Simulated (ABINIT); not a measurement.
# GaSb (I-4m2) in ABINIT: convergence with nband

Aim: find how far nband must go before the results for GaSb settle, at PBE. This setting moves, with any that are tied to it; all else stays.

All numbers are computed with ABINIT 10.8.3 (patched build); they aren't measurements. Logs are shortened: lines on timing, memory, paths and dates and some standing lists are left out, and cuts for length are marked. The log counts tension as positive stress, the text compression.

## 1. Starting point

The structure is tetragonal, space group I-4m2 (No. 119). Conventional cell: a = 5.507 Å, b = 5.507 Å, c = 3.181 Å, α = 90.00°, β = 90.00°, γ = 90.00°. Around Sb (site symmetry -4m2) lie 4 Ga at 2.87 Å and 2 Sb at 3.18 Å. Around Ga (site symmetry -4m2) lie 4 Sb at 2.87 Å and 2 Ga at 3.18 Å.

Measurements of this composition are mostly on another form, of space group No. 216.

## 2. With nband 10

Contents of run.abi:

```
# Pseudopotentials
pp_dirpath "./"
pseudos "Sb.GGA_PBE-JTH_sp.xml, Ga.GGA_PBE-JTH.xml"

# Structure
acell 7.9487969262 7.9487969262 7.9487969262
rprim
    -0.6545941745     0.6545941745     0.3781705084
     0.6545941745    -0.6545941745     0.3781705084
     0.6545941745     0.6545941745    -0.3781705084
ntypat 2
znucl 51 31
natom 2
typat 1 2
xred
     0.0000000000     0.0000000000     0.0000000000
     0.7500000000     0.2500000000     0.5000000000

# Plane-wave basis
ecut 17.0
pawecutdg 34.0
pawxcdev 0

# k points
kptopt 1
ngkpt 10 10 10
nshiftk 1
shiftk 0.0 0.0 0.0

# Exchange and correlation
ixc 11

# Bands and occupations
nband 10
occopt 7
tsmear 0.00367493

# SCF cycle
nstep 100
tolvrs 1.0e-9

# Output
iomode 3
prtwf 0
prtden 0
prteig 0
prtebands 0
```

Potentials or basis: JTH PAW PBE v2.0 sp.

Command:

```console
$ abinit run.abi > log 2>&1
```

run.abo:

```text
.Version 10.8.3 of ABINIT
 Symmetries : space group I-4 m 2 (#119); Bravais tI (body-center tetrag.)
================================================================================
 Values of the parameters that define the memory need of the present run
     intxc =       0    ionmov =       0      iscf =      17    lmnmax =      18
     lnmax =       6     mgfft =      30  mpssoang =       3    mqgrid =    3001
     natom =       2  nloc_mem =       2    nspden =       1   nspinor =       1
    nsppol =       1      nsym =       8    n1xccc =       1    ntypat =       2
    occopt =       7   xclevel =       2
       mpw =        1113          nfft =       27000          nkpt =         102
 PAW method is used; the additional fine FFT grid is defined by:
   mgfftf=        45    nfftf =     91125
================================================================================
================================================================================

--------------------------------------------------------------------------------
------------- Echo of variables that govern the present computation ------------
--------------------------------------------------------------------------------
 -outvars: echo values of preprocessed input variables --------
            acell      7.9487969262E+00  7.9487969262E+00  7.9487969262E+00 Bohr
              amu      1.21753000E+02  6.97230000E+01
             ecut      1.70000000E+01 Hartree
                       outvar_i_n : Printing only first  50 k-points.
              ixc          11
                       outvar_i_n : Printing only first  50 k-points.
         kptrlatt       10    0    0      0   10    0      0    0   10
          kptrlen      6.01200115E+01
            natom           2
            nband          10
            ngfft          30      30      30
          ngfftdg          45      45      45
             nkpt         102
            nstep         100
             nsym           8
           ntypat           2
                       prtocc : prtvol=0, do not print more k-points.
           occopt           7
        pawecutdg      3.40000000E+01 Hartree
         pawxcdev           0
           prtden           0
        prtebands           0
           prteig           0
            prtwf           0
            rprim     -6.5459417450E-01  6.5459417450E-01  3.7817050840E-01
                       6.5459417450E-01 -6.5459417450E-01  3.7817050840E-01
                       6.5459417450E-01  6.5459417450E-01 -3.7817050840E-01
          spgroup         119
           tolvrs      1.00000000E-09
           tsmear      3.67493000E-03 Hartree
            typat      1  2
           useylm           1
                       outvars : Printing only first  50 k-points.
           xangst      0.0000000000E+00  0.0000000000E+00  0.0000000000E+00
                       8.2155598227E-17  2.7534339981E+00  7.9535349952E-01
            xcart      0.0000000000E+00  0.0000000000E+00  0.0000000000E+00
                       1.5525158036E-16  5.2032361622E+00  1.5030002874E+00
             xred      0.0000000000E+00  0.0000000000E+00  0.0000000000E+00
                       7.5000000000E-01  2.5000000000E-01  5.0000000000E-01
            znucl       51.00000   31.00000

================================================================================

 chkinp: Checking input parameters for consistency.

[... 122 lines left out ...]
    1       0.000000000000     -0.000000000000      0.000000000000
    2      -0.000000000000     -0.000000000000      0.000000000000

 cartesian coordinates (angstrom) at end:
    1      0.00000000000000     0.00000000000000     0.00000000000000
    2      0.00000000000000     2.75343399810092     0.79535349951978

 cartesian forces (hartree/bohr) at end:
    1     -0.00000000000000    -0.00000000000000    -0.00000000000000
    2      0.00000000000000     0.00000000000000     0.00000000000000
 frms,max,avg= 3.3261298E-28 5.3745403E-28   0.000E+00  0.000E+00  0.000E+00 h/b

 cartesian forces (eV/Angstrom) at end:
    1     -0.00000000000000    -0.00000000000000    -0.00000000000000
    2      0.00000000000000     0.00000000000000     0.00000000000000
 frms,max,avg= 1.7103647E-26 2.7636998E-26   0.000E+00  0.000E+00  0.000E+00 e/A
 length scales=  7.948796926200  7.948796926200  7.948796926200 bohr
              =  4.206322184587  4.206322184587  4.206322184587 angstroms
 Fermi (or HOMO) energy (hartree) =  -0.34075   Average Vxc (hartree)=  -0.36175
 Eigenvalues (hartree) for nkpt= 102  k points:
 kpt#   1, nband= 10, wtk=  0.00100, kpt=  0.0000  0.0000  0.0000 (reduced coord)
  -0.88816   -0.88521   -0.88499   -0.88410   -0.88410   -0.77933   -0.44853   -0.40780
  -0.40780   -0.21091
      occupation numbers for kpt#   1
   2.00000    2.00000    2.00000    2.00000    2.00000    2.00000    2.00000    2.00000
   2.00000    0.00000
 prteigrs : prtvol=0 or 1, do not print more k-points.

--- !EnergyTerms
iteration_state     : {dtset: 1, }
comment             : Components of total free energy in Hartree
kinetic             :  6.52521369357430E+00
hartree             :  2.81958009711176E+01
xc                  : -5.63727798590073E+00
Ewald energy        : -4.70548652084932E+01
psp_core            :  1.16071623737183E+01
local_psp           : -7.59982893779388E+01
PAW spherical_terms : -2.37549765292738E+00
internal            : -8.47377531868500E+01
'-kT*entropy'       : -1.00580608327229E-04
total_energy        : -8.47378537674583E+01
total_energy_eV     : -2.30583446852176E+03
...

--- !EnergyTermsDC
iteration_state     : {dtset: 1, }
comment             : '"Double-counting" decomposition of free energy'
band_energy         : -1.30016062467555E+01
Ewald energy        : -4.70548652084932E+01
psp_core            :  1.16071623737183E+01
xc_dc               : -2.95051627300380E+01
PAW spherical_terms : -6.78329352609450E+00
internal            : -8.47377653376629E+01
'-kT*entropy'       : -1.00580608327229E-04
total_energy_dc     : -8.47378659182713E+01
total_energy_dc_eV  : -2.30583479916223E+03
...

--- !EnergyTermsWithPAWCore
iteration_state     : {dtset: 1, }
comment             : 'Components of total free energy, including PAW core contributions'
Total energy        : -8.42564392363958E+03
Total energy DC     : -8.42564393579039E+03
Total energy (eV)   : -2.29273451177259E+05
Total energy DC (eV): -2.29273451507900E+05
...

 Cartesian components of stress tensor (hartree/bohr^3)
  sigma(1 1)= -1.82271338E-05  sigma(3 2)=  0.00000000E+00
  sigma(2 2)= -1.82271338E-05  sigma(3 1)=  0.00000000E+00
  sigma(3 3)=  1.60514469E-05  sigma(2 1)=  0.00000000E+00

-Cartesian components of stress tensor (GPa)         [Pressure=  2.0009E-01 GPa]
- sigma(1 1)= -5.36260792E-01  sigma(3 2)=  0.00000000E+00
- sigma(2 2)= -5.36260792E-01  sigma(3 1)=  0.00000000E+00
- sigma(3 3)=  4.72249871E-01  sigma(2 1)=  0.00000000E+00

== END DATASET(S) ==============================================================
================================================================================

 -outvars: echo values of variables after computation  --------
            acell      7.9487969262E+00  7.9487969262E+00  7.9487969262E+00 Bohr
           etotal     -8.4737865918E+01
            fcart     -4.6847387302E-29 -2.0209568697E-28 -5.3745403360E-28
                       4.6847387302E-29  2.0209568697E-28  5.3745403360E-28
            rprim     -6.5459417450E-01  6.5459417450E-01  3.7817050840E-01
                       6.5459417450E-01 -6.5459417450E-01  3.7817050840E-01
                       6.5459417450E-01  6.5459417450E-01 -3.7817050840E-01
           strten     -1.8227133841E-05 -1.8227133841E-05  1.6051446872E-05
                       0.0000000000E+00  0.0000000000E+00  0.0000000000E+00
           xangst      0.0000000000E+00  0.0000000000E+00  0.0000000000E+00
                       8.2155598227E-17  2.7534339981E+00  7.9535349952E-01
             xred      0.0000000000E+00  0.0000000000E+00  0.0000000000E+00
                       7.5000000000E-01  2.5000000000E-01  5.0000000000E-01
 Calculation completed.
```

Wall time 46 s (1 thread of Intel Xeon Platinum 8375C at 2.90GHz (Ice Lake), shared host); peak memory 0.14 GiB.

What came out:

```
Free energy                                           : -2305.8348 eV
Pressure                                              : 0.2 GPa
Band gap on the k mesh                                : none (metal or under the smearing width)
Valence electrons inside the program's atomic spheres : Sb 2.27; Ga 10.97
```

## 3. With nband 11

Changes to run.abi since step 2:

```diff
@@ -33,3 +33,3 @@
 # Bands and occupations
-nband 10
+nband 11
 occopt 7
```

Potentials or basis: JTH PAW PBE v2.0 sp.

Command:

```console
$ abinit run.abi > log 2>&1
```

It took 43 s on 1 thread of Intel Xeon Platinum 8375C at 2.90GHz (Ice Lake), shared host; peak memory 0.15 GiB.

Results (log left out):

```yaml
Free_energy: -2305.8348 eV
Pressure: 0.2 GPa
Band_gap_on_the_k_mesh: none (metal or under the smearing width)
Valence_electrons_inside_the_program's_atomic_spheres: Sb 2.27; Ga 10.97
```

## 4. With nband 12

Changes to run.abi since step 3:

```diff
@@ -33,3 +33,3 @@
 # Bands and occupations
-nband 11
+nband 12
 occopt 7
```

Command:

```console
$ abinit run.abi > log 2>&1
```

Run time: 59 s. Hardware: 1 thread of Intel Xeon Platinum 8375C at 2.90GHz (Ice Lake), shared host; peak memory 0.15 GiB.

The run converged. Its results:

- Free energy: -2305.8348 eV
- Pressure: 0.2 GPa
- Band gap on the k mesh: none (metal or under the smearing width)
- Valence electrons inside the program's atomic spheres: Sb 2.27; Ga 10.97

## 5. With nband 13

Changes to run.abi since step 4:

```diff
@@ -33,3 +33,3 @@
 # Bands and occupations
-nband 12
+nband 13
 occopt 7
```

Command:

```console
$ abinit run.abi > log 2>&1
```

Wall time 55 s (1 thread of Intel Xeon Platinum 8375C at 2.90GHz (Ice Lake), shared host); peak memory 0.15 GiB.

It converged, with:

| Property | Result |
| --- | --- |
| Free energy | -2305.8348 eV |
| Pressure | 0.2 GPa |
| Band gap on the k mesh | none (metal or under the smearing width) |
| Valence electrons inside the program's atomic spheres | Sb 2.27; Ga 10.97 |

## 6. With nband 14

Changes to run.abi since step 5:

```diff
@@ -33,3 +33,3 @@
 # Bands and occupations
-nband 13
+nband 14
 occopt 7
```

Potentials or basis: JTH PAW PBE v2.0 sp.

Command:

```console
$ abinit run.abi > log 2>&1
```

Run time: 55 s. Hardware: 1 thread of Intel Xeon Platinum 8375C at 2.90GHz (Ice Lake), shared host; peak memory 0.15 GiB.

Results (log left out):

| Item | Value |
| --- | --- |
| Free energy | -2305.8348 eV |
| Pressure | 0.2 GPa |
| Band gap on the k mesh | none (metal or under the smearing width) |
| Valence electrons inside the program's atomic spheres | Sb 2.27; Ga 10.97 |

## 7. With nband 17

Changes to run.abi since step 6:

```diff
@@ -33,3 +33,3 @@
 # Bands and occupations
-nband 14
+nband 17
 occopt 7
```

Command:

```console
$ abinit run.abi > log 2>&1
```

Run time: 60 s. Hardware: 1 thread of Intel Xeon Platinum 8375C at 2.90GHz (Ice Lake), shared host; peak memory 0.16 GiB.

It converged, with:

- Free energy: -2305.8348 eV
- Pressure: 0.2 GPa
- Band gap on the k mesh: none (metal or under the smearing width)
- Valence electrons inside the program's atomic spheres: Sb 2.27; Ga 10.97

## 8. With nband 23

Changes to run.abi since step 7:

```diff
@@ -33,3 +33,3 @@
 # Bands and occupations
-nband 17
+nband 23
 occopt 7
```

Command:

```console
$ abinit run.abi > log 2>&1
```

Wall time 92 s (1 thread of Intel Xeon Platinum 8375C at 2.90GHz (Ice Lake), shared host); peak memory 0.17 GiB.

It converged, with:

```yaml
Free_energy: -2305.8348 eV
Pressure: 0.2 GPa
Band_gap_on_the_k_mesh: none (metal or under the smearing width)
Valence_electrons_inside_the_program's_atomic_spheres: Sb 2.27; Ga 10.97
```

## 9. Summary

| nband | energy less the tightest run, at zero smearing (meV/atom) | SCF cycles | CPU time (s) | peak memory (GiB) |
| --- | --- | --- | --- | --- |
| 10 | 0.00 | 10 | 46 | 0.14 |
| 11 | 0.00 | 9 | 43 | 0.15 |
| 12 | 0.00 | 9 | 59 | 0.15 |
| 13 | 0.00 | 9 | 55 | 0.15 |
| 14 | 0.00 | 9 | 55 | 0.15 |
| 17 | 0.00 | 9 | 60 | 0.16 |
| 23 | 0.00 | 9 | 92 | 0.17 |

Against the tightest run, the energy stays within 1 meV/atom from 10 on. The tightest run that finished is the yardstick and may itself not be fully converged.

Caveats: this set keeps more shells in the core, which shifts pressures and gaps.
